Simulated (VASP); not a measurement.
**H2: single point with PBE+D3(BJ)**

H2, in a box:

```
H
1.0
    10.00000    0.00000    0.00000
     0.00000   10.00000    0.00000
     0.00000    0.00000   10.00000
H
2
Cartesian
  5.0000 5.0000 4.6500
  5.0000 5.0000 5.3500
```

| Item | Value |
| --- | --- |
| Program | VASP 6.6.1 |
| Task | single point |
| Functional | PBE |
| Dispersion | D3(BJ) |
| Potentials or basis | VASP PAW PBE potentials, release 64 (H) |
| Cutoff | 450 eV |
| k mesh | 1 × 1 × 1 |
| Occupations | gaussian, width 0.02 eV |
| Spin | no spin polarisation |

The largest force is 2.039 eV/Å and the gap between the frontier levels is 10.39 eV. The dispersion energy per atom is -0.001 eV.

Forces on the atoms (eV/Å):
```
H    0.000  0.000 -2.039
H    0.000  0.000  2.039
```

Levels at points of the mesh, in eV from the valence-band top:
| k point | band 1 | band 2 | band 3 | band 4 |
| --- | --- | --- | --- | --- |
| (0.00, 0.00, 0.00) | 0.00 | 10.39 | 11.08 | 11.53 |

It took 26 s on 1 thread of AMD EPYC 9R45 96-Core Processor (Zen 5) (shared host), peak memory 0.59 GiB.
